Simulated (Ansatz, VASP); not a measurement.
# Cross-check of AlSi31H (Al-H pair in Si) between VASP and Ansatz, part 2 of 2

Aim: how closely do two programs agree when they are given the same cell, functional and k mesh? The cell is taken from a series of runs on this material, whose earlier steps may have relaxed, scaled, displaced or heated it; both programs get it as it stands.

VASP 6.6.1 and Ansatz 0.2.0.

So far. Step 2 (VASP: single point, HSE06): The run ends at a pressure of 0.32 GPa, with forces up to 2.5 eV/Å.

In doubt: a hybrid run on one k-point, which bears on gaps, levels and energies.

## (3) Ansatz: single point, HSE06

Level of this step: Ansatz beside VASP: Kohn-Sham DFT, plane waves, HSE06 (Ansatz).

Ansatz runs on its default PAW (the set named soft_2) files.

The same cell, functional, mesh and smearing now go to Ansatz.

input.yaml

```yaml
crystal:
  lattice:
    - [-5.46978324, 5.46978324, 5.46978324]
    - [5.46978324, -5.46978324, 5.46978324]
    - [5.46978324, 5.46978324, -5.46978324]
  atoms:
    - { symbol: Si, position: [0.001392509, 0.00233069, 0.503750498] }
    - { symbol: Si, position: [-0.014538647, 0.240414762, 0.244981402] }
    - { symbol: Si, position: [0.004792608, 0.500218634, -0.000946474] }
    - { symbol: Si, position: [0.000934302, 0.750832655, 0.755517409] }
    - { symbol: Si, position: [0.252577943, -0.002930243, 0.249166525] }
    - { symbol: Si, position: [0.252518802, 0.252936548, 0.004654639] }
    - { symbol: Si, position: [0.257817992, 0.500242415, 0.751286212] }
    - { symbol: Si, position: [0.245747005, 0.75959641, 0.504765692] }
    - { symbol: Si, position: [0.498893955, -0.00219482, 0.001377356] }
    - { symbol: Si, position: [0.49992004, 0.245213473, 0.755779881] }
    - { symbol: Al, position: [0.540612162, 0.50029288, 0.506070751] }
    - { symbol: Si, position: [0.499480086, 0.747358974, 0.251666994] }
    - { symbol: Si, position: [0.755909597, 0.003763158, 0.752489785] }
    - { symbol: Si, position: [0.750604521, 0.249263556, 0.504917255] }
    - { symbol: Si, position: [0.758024474, 0.500269516, 0.244240117] }
    - { symbol: Si, position: [0.755081224, 0.755061577, 0.010848092] }
    - { symbol: Si, position: [0.006375273, 0.001555326, 0.257154933] }
    - { symbol: Si, position: [0.001527884, 0.252844927, 0.004043279] }
    - { symbol: Si, position: [0.00565456, 0.500214285, 0.74971855] }
    - { symbol: Si, position: [-0.004649274, 0.752752696, 0.504047145] }
    - { symbol: Si, position: [0.251613348, 0.000868534, -0.000115473] }
    - { symbol: Si, position: [0.250319396, 0.24855222, 0.753358348] }
    - { symbol: Si, position: [0.215993634, 0.499840072, 0.491938148] }
    - { symbol: Si, position: [0.248772609, 0.747756985, 0.251388037] }
    - { symbol: Si, position: [0.505093277, -0.001084828, 0.755827342] }
    - { symbol: Si, position: [0.497791216, 0.237421411, 0.505499531] }
    - { symbol: Si, position: [0.510452863, 0.500284107, 0.242883352] }
    - { symbol: Si, position: [0.502184878, 0.751869836, 0.004991266] }
    - { symbol: Si, position: [0.750906256, -0.000929412, 0.499039769] }
    - { symbol: Si, position: [0.742158565, 0.247493516, 0.251287137] }
    - { symbol: Si, position: [0.754848168, 0.500037484, -0.005298034] }
    - { symbol: Si, position: [0.760184792, 0.763240838, 0.76832448] }
    - { symbol: H, position: [0.36409052, 0.497892542, 0.427129543] }
basis:
  ecutwfc: 420
  xc_grid: 2
hamiltonian:
  xc: hse06
kpoints:
  mp_grid: { grid: [1, 1, 1] }
scf:
  occupations: { method: fermi_dirac, width: 0.01 }
  max_iter: 120
output:
  forces: true
checkpoint:
  read: "../relax.run"
```

On the command line:

```console
ansatz run input.yaml --threads 2 --pin off --max-ram 4710MiB --backend cpu --events-out ev --progress --plain --runs-dir out
```

Numbers of over 12 decimals in the logs are rounded to 6 here.

The program printed:

```text
Warning: checkpoint.read: the run can stay near the saved state's solution: 2 site(s) moved relative to the saved geometry (max |Δs| = 1.868e-2 fractional); the SCF starts from the saved state under `checkpoint.density_extrapolation: transplant`, in force with no word given; its orbitals are not used off its sites. A run without `checkpoint.read` takes nothing of the state. A lower free energy from it at the same positions (and U, V and field ramp, if any) shows a solution that this start missed, and an equal or higher one rules none out (checkpoint.read, Limitations, in the input reference)
exact exchange: scf.exx.singularity resolves to wigner_seitz, which cuts the screened interaction at the faces of the exchange supercell's Wigner-Seitz cell, so that each pair interacts once, at the shortest of its separations (the periodic images that this leaves out come, for a point-like exchange hole, to about 0.019 eV on a filled level). The cut falls within the interaction's reach, and what an exchange supercel [...]
Engine: ansatz 0.2.0, aarch64-unknown-linux-gnu
Pseudopotentials: kind: paw
Pseudopotential: Si, paw, valence charge 4, recommended cutoff 420 eV (normal), Si.paw.azcp
Pseudopotential: Al, paw, valence charge 3, recommended cutoff 420 eV (normal), Al.paw.azcp
Pseudopotential: H, paw, valence charge 1, recommended cutoff 420 eV (normal), H.paw.azcp
Functional definition: HSE06
  parameter a = 0.25
  parameter omega = 0.11/bohr
  exchange = pbe_x - a*pbe_x_sr(omega) + a*exact_x_sr(omega)
  correlation = pbe_c
Crystal: 33 atoms, lattice volume = 654.591 Å³
Basis set: ecut = 420 eV, 12839 PW (Γ), exchange–correlation on 128×128×128 points (8 copies of the dense FFT grid, shifted against one another)
Bands: 97, of which v1, the nominal top of the filled ones, is band 64 counted from 1 (63 counted from 0)
Symmetry: 1 space group operations
Space group: P1 (ITA 1), of the structure as read, at distance tolerance 8.7e-5 Å
k-points: 1
Non-local potential: Si, projectors of the file, l = 0: 2, l = 1: 2, l = 2: 2
Non-local potential: Al, projectors of the file, l = 0: 2, l = 1: 2, l = 2: 1
Non-local potential: H, projectors of the file, l = 0: 2, l = 1: 1
PAW form: soft (Blöchl's): semilocal exchange-correlation on the pseudo side does not see the compensation charge
PAW frozen core: Si, regenerated for the run's functional, and the local potential with it (the file was generated under x = pbe(κ = 0.804, μ = 0.219515), c = pbe(β = 0.066725))
PAW frozen core: Al, regenerated for the run's functional, and the local potential with it (the file was generated under x = pbe(κ = 0.804, μ = 0.219515), c = pbe(β = 0.066725))
PAW one-centre angular grid: Si, 110 points (default); XC on 64 Gauss nodes
PAW one-centre angular grid: Al, 110 points (default); XC on 64 Gauss nodes
PAW one-centre angular grid: H, 110 points (default); XC on 64 Gauss nodes
Initial density: read from a saved state, or passed on in memory by an earlier SCF of this step, an earlier step, the calling program or the single point that the run made first, carried with its atoms to this geometry
Initial wavefunctions: pseudopotential atomic-orbital guess
Functional: x = pbe(κ = 0.804, μ = 0.219515), c = pbe(β = 0.066725), warm-up for x = pbe(κ = 0.804, μ = 0.219515) + 0.25 (exact − pbe) at short range (hse, ω = 0.207870 Å⁻¹), c = pbe(β = 0.066725); HSE06 as pw.x's `hse` composes it (authors' and Libxc's form: `xc: wpbeh`)
iter 1 solved again at ethr=1.93e-4 eV; its pass at ethr=1.00e-1 eV (dr2=2.47e-1 eV) is discarded
SCF iter   1: F=—  HF=-20257.490150 eV  |F-HF|=—  |Δ(HF+E_count)|=         —  Δρ=6.77e-3  dr2=2.36e-1  ethr=1.93e-4  ⟨swp⟩=11.0  Hψ=738  notcnv=0
preconditioner: auto → none  [insulator: Δε(μ)=0.501 eV  Ē_g=7.871 eV  σ=0.010 eV  W_gap=1.00  n_scr=86 (ndim 8)  ℏωp=16.4 eV  f_vac=0.000  D(μ)=0.00/eV (n_scr^D=0)]
SCF iter   2: F=—  HF=-20257.428911 eV  |F-HF|=—  |Δ(HF+E_count)|=   6.12e-2  Δρ=2.64e-3  dr2=3.76e-2  ethr=1.85e-4  ⟨swp⟩=4.0  Hψ=222  notcnv=0
SCF iter   3: F=—  HF=-20257.427138 eV  |F-HF|=—  |Δ(HF+E_count)|=   1.77e-3  Δρ=1.21e-3  dr2=3.36e-2  ethr=2.94e-5  ⟨swp⟩=7.0  Hψ=309  notcnv=0
iter 4 solved again at ethr=2.60e-6 eV; its pass at ethr=2.62e-5 eV (dr2=3.33e-3 eV) is discarded
SCF iter   4: F=—  HF=-20257.420780 eV  |F-HF|=—  |Δ(HF+E_count)|=   6.36e-3  Δρ=4.29e-4  dr2=3.38e-3  ethr=2.60e-6  ⟨swp⟩=2.0  Hψ=469  notcnv=0
SCF iter   5: F=—  HF=-20257.420126 eV  |F-HF|=—  |Δ(HF+E_count)|=   6.54e-4  Δρ=1.37e-4  dr2=1.32e-4  ethr=2.60e-6  ⟨swp⟩=6.0  Hψ=202  notcnv=0  defer=1
SCF iter   6: F=—  HF=-20257.420133 eV  |F-HF|=—  |Δ(HF+E_count)|=   7.68e-6  Δρ=4.64e-5  dr2=3.00e-5  ethr=1.03e-7  ⟨swp⟩=4.0  Hψ=239  notcnv=0
SCF iter   7: F=-20257.420126 eV  HF=-20257.420130 eV  |F-HF|=3.86e-6  |Δ(HF+E_count)|=   3.17e-6  Δρ=2.07e-5  dr2=5.86e-6  ethr=2.34e-8  ⟨swp⟩=4.0  Hψ=186  notcnv=0
SCF 1 stopped early in 7 iterations: F = -20257.420126 eV  dr2 = 5.86e-6
  greatest PAW one-centre occupation: 0.633 electrons in one spin orbital (limit 2), on the Si atom at site 22 (counted from 0), in its partial waves of l = 0
Initial density: handed on by an earlier stage of this run
Initial wavefunctions: those handed on with the density
[...]
SCF iter   6: F=—  HF=-20273.388330 eV  |F-HF|=—  |Δ(HF+E_count)|=   1.93e-3  Δρ=1.43e-4  dr2=2.47e-4  ethr=3.37e-8  ⟨swp⟩=5.0  Hψ=332  notcnv=0
SCF iter   7: F=-20273.388251 eV  HF=-20273.388259 eV  |F-HF|=7.58e-6  |Δ(HF+E_count)|=   7.12e-5  Δρ=3.38e-5  dr2=1.78e-5  ethr=3.37e-8  ⟨swp⟩=4.0  Hψ=219  notcnv=0
SCF 2 stopped early in 7 iterations: F = -20273.388251 eV  dr2 = 1.78e-5
  Residual-converged pass: ⟨swp⟩=5.0  Hψ=283  notcnv=0  max |occ|·‖R‖ = 5.5e-6 eV (tolerance 6.7e-6 eV)  dr2=1.77e-5  dr2_onsite=9.70e-8  max |Δocc| = 0.0e0
  greatest PAW one-centre occupation: 0.639 electrons in one spin orbital (limit 2), on the Si atom at site 22 (counted from 0), in its partial waves of l = 0
hybrid outer 1: dexx = +6.450e-2 eV, tail = 5.76e-5 eV
Exchange kernel: α = 0.2500, screened, ω = 0.2079 Å⁻¹, Wigner–Seitz truncation, v(0) = 842.9347 eV·Å³, q-mesh 1×1×1, nearest image of the exchange supercell L = 9.47 Å, pair-density grid 32×32×32, without the augmentation charges, whose exchange is taken in its separable form (sized by the pseudopotential files, 54×54×54 at the most)
Frozen-core exchange: fock
SCF iter   1: F=—  HF=-20273.387549 eV  |F-HF|=—  |Δ(HF+E_count)|=         —  Δρ=2.79e-5  dr2=8.98e-6  ethr=2.25e-7  ⟨swp⟩=8.0  Hψ=275  notcnv=0
preconditioner: auto → none  [insulator: Δε(μ)=1.144 eV  Ē_g=9.192 eV  σ=0.010 eV  W_gap=1.00  n_scr=86 (ndim 8)  ℏωp=16.4 eV  f_vac=0.000  D(μ)=0.00/eV (n_scr^D=0)]
SCF iter   2: F=—  HF=-20273.387547 eV  |F-HF|=—  |Δ(HF+E_count)|=   2.30e-6  Δρ=5.64e-6  dr2=7.95e-7  ethr=6.01e-9  ⟨swp⟩=3.0  Hψ=187  notcnv=0
SCF iter   3: F=—  HF=-20273.387549 eV  |F-HF|=—  |Δ(HF+E_count)|=   2.68e-6  Δρ=6.90e-6  dr2=5.20e-7  ethr=1.80e-10  ⟨swp⟩=7.0  Hψ=324  notcnv=0
SCF iter   4: F=—  HF=-20273.387549 eV  |F-HF|=—  |Δ(HF+E_count)|=   1.30e-7  Δρ=1.06e-6  dr2=6.34e-8  ethr=1.80e-10  ⟨swp⟩=3.0  Hψ=191  notcnv=0
SCF iter   5: F=—  HF=-20273.387550 eV  |F-HF|=—  |Δ(HF+E_count)|=   2.07e-7  Δρ=1.73e-6  dr2=2.88e-8  ethr=1.20e-11  ⟨swp⟩=5.0  Hψ=332  notcnv=0  defer=11
SCF iter   6: F=-20273.387550 eV  HF=-20273.387550 eV  |F-HF|=2.91e-10  |Δ(HF+E_count)|=   6.92e-9  Δρ=2.07e-7  dr2=5.08e-9  ethr=1.20e-11  ⟨swp⟩=4.0  Hψ=197  notcnv=0
SCF 3 converged in 6 iterations: F = -20273.387550 eV  dr2 = 5.08e-9
  Residual-converged pass: ⟨swp⟩=3.0  Hψ=210  notcnv=0  max |occ|·‖R‖ = 1.4e-6 eV (tolerance 1.8e-6 eV)  dr2=5.08e-9  dr2_onsite=1.07e-11  max |Δocc| = 0.0e0
hybrid outer 2: dexx = +3.771e-6 eV, tail = 1.05e-8 eV, Δε = 6.92e-4 eV (about 1.52e-5 eV left of the loop's levels), ΔF = 2.43e-3 eV/Å (tail 2.09e-4)
WARN: the filled states extend beyond the cell (their overlap across the Brillouin zone is 0.352, against 0 in a metal and nearly 1 for localised states). With one k-point a hybrid's gap, moments and forces can then be wrong. Use a denser k-mesh, or a larger cell for a defect
hybrid SCF converged: 2 outer / 13 inner (+7 warm-up), last move |dexx| = 3.77e-6 eV, tail = 1.05e-8 eV
Stability not checked: this state was not tested for a lower state beside it, because the functional holds exact exchange (a hybrid, or Hartree-Fock), whose exchange loop this test does not read (fock_operator; see scf.lower_state_search)
Free energy (F): -20273.387550 eV
Frozen-core exchange: fock
Harris-Foulkes:  -20273.387550 eV  (|F-HF|=2.91e-10)
Internal energy: -20273.387550 eV  (E = F + TS)
E sigma→0 (E₀):  -20273.387550 eV
Fermi energy:    6.324677 eV
--- Per-component energies (eV) ---
  E_band       = 27.578840
  E_kinetic    = 1299.684958
  E_local      = -894.651327  (includes V_loc(G=0)·N_el)
  E_nonlocal   = 794.425724
  E_hartree    = 254.614762
  E_xc         = -1434.121778
  E_vxc        = -1216.495165  (∫ρ·V_xc dr)
  E_exx        = -179.160682  (= α·E_x^exact, valence–valence)
  E_paw        = -16523.986743  (= ΣΔE_a)
  E_vpaw       = -106.292693  (= ΣTr[D̂ρ^β])
  E_aug_tail   = -0.001077  (compensation charges beyond the density's cutoff)
  E_ewald      = -3588.313930
  E_core_change = -1.877454  (= ΣΔE_core)
  E_smearing   = -0.000000  (= −TS)
  E_closure    = -0.000002  (closes the sum)
  Σ components = -20273.387550   (vs F -20273.387550, Δ=0.00e0)
--- Forces (eV/Å), atoms counted from 1 ---
  atom   1  Si    -0.01258366     0.00713423     0.02657059
  atom   2  Si    -0.05248032     0.07867311     0.07772100
  atom   3  Si    -0.00617524     0.00482104     0.00635218
  atom   4  Si     0.03884164     0.03294484     0.01321552
  atom   5  Si     0.00375329    -0.00928350     0.01312187
  atom   6  Si     0.00261012     0.01950949    -0.00849578
  atom   7  Si     0.00124774    -0.02171395    -0.00165026
  atom   8  Si    -0.07292967     0.07460303     0.05144298
  atom   9  Si    -0.02812363     0.00750598     0.01343850
  atom  10  Si     0.00531245    -0.00005707     0.01758762
  atom  11  Al    -0.26618311     0.89730062     0.28085917
  atom  12  Si     0.00818894     0.01950877    -0.00233034
  atom  13  Si    -0.01364211    -0.00924381    -0.00246445
  atom  14  Si    -0.01263309     0.03294428    -0.04019496
  atom  15  Si    -0.02170690    -0.07386407     0.02314316
  atom  16  Si    -0.01748385     0.00051694    -0.00661261
  atom  17  Si    -0.00368169    -0.01232203    -0.00322433
  atom  18  Si    -0.00296321    -0.00733079    -0.00811500
  atom  19  Si    -0.01277876    -0.03011063     0.01087331
  atom  20  Si    -0.01207019     0.01403018    -0.08174970
  atom  21  Si    -0.00892411     0.00290954    -0.00085630
  atom  22  Si     0.01456026     0.00974343     0.00283126
  atom  23  Si    -0.87774858     0.45755300     0.86280383
  atom  24  Si     0.00751247    -0.00741327     0.00322193
  atom  25  Si     0.00387227    -0.01409521     0.00272631
  atom  26  Si    -0.04580580     0.03908139    -0.00042460
  atom  27  Si    -0.09260695     0.01641971     0.09181902
  atom  28  Si    -0.00225824     0.00935479    -0.01627122
  atom  29  Si     0.00089568     0.00350432     0.01225149
  atom  30  Si     0.08365350     0.01405549     0.01081274
  atom  31  Si    -0.00266050     0.01941280     0.00380094
  atom  32  Si    -0.00091186     0.03740323     0.04484891
  atom  33  H      1.39587015    -1.61342292    -1.39701725
  max |Σ_I F_I| component: 7.29e-5 eV/Å
--- Band table (eV) ---
  k-point 0: bands = [... 60 lower, 4.6784, 5.5378, 5.7280, 5.7525, 6.8961]
  guard bands above this table: 32 of the run's 97 bands. The solve was not asked for them (output.publish_guard_bands: true or output.eigenvalues: true publishes all)
```

In the SCF lines HF is the Harris–Foulkes energy and dr2 the Hartree energy of the density residual, in eV; the loop may stop once dr2 is under the threshold and the program's other checks hold. Hψ counts applications of the Hamiltonian.

## (4) Comparison

Known differences besides the potentials themselves: exact exchange at q = 0 is treated differently, which shows on coarse meshes; VASP keeps PBE cores, Ansatz makes them for the functional; the cutoff is 420 eV in Ansatz and 400 eV in VASP (PREC = Accurate, projectors in real space); VASP takes a coarser grid for exact exchange (PRECFOCK = Fast). Total energies have different zeros and are not compared.

Compared:

```
              quantity  Ansatz   VASP  difference
gap on the k mesh (eV)   1.144  1.191      -0.048
```

Forces on 8 of the 33 atoms, those with the largest forces and the largest differences (eV/Å; atoms numbered as in POSCAR):

```
atom         Ansatz x, y, z           VASP x, y, z
 Si2   -0.052, 0.079, 0.078   -0.047, 0.080, 0.079
 Si8   -0.073, 0.075, 0.051   -0.074, 0.076, 0.046
Si22   -0.878, 0.458, 0.863   -0.872, 0.453, 0.858
Si26   -0.093, 0.016, 0.092   -0.094, 0.014, 0.093
Si29    0.084, 0.014, 0.011    0.078, 0.015, 0.012
Si31   -0.001, 0.037, 0.045   -0.005, 0.041, 0.049
Al32   -0.266, 0.897, 0.281   -0.268, 0.906, 0.282
 H33  1.396, -1.613, -1.397  1.396, -1.609, -1.396
```

The forces differ by 2.6 meV/Å r.m.s., which is 0.8 % of the r.m.s. force of 0.306 eV/Å (both taken over all components). A gap on the mesh is an upper bound, since the band edges may lie between its points.

## (5) Outcome

```yaml
r_m_s_force_difference_single_point_hse06: 0.85 % of the r.m.s. force
difference_in_gap_on_the_k_mesh_single_point_hse06: -0.048 eV
```

In words: The difference in gap on the k mesh is -0.048 eV (single point, HSE06), within the 0.08 eV picked in this series as the mark of a large difference. How closely two codes agree says nothing of how well the functional describes the real material.

[Lines on the potential files, build, host, timing and source positions are cut from VASP's logs without a mark.]

[Logs are printed without paths, hosts, clocks, repeated set-up lines and the standing remarks that a program may print on its own settings, such as how far it seeks lower states.]

[Hosts, paths, dates, database ids (printed as entryN), source tags and the programs' standing remarks are cut or masked in the printed files.]
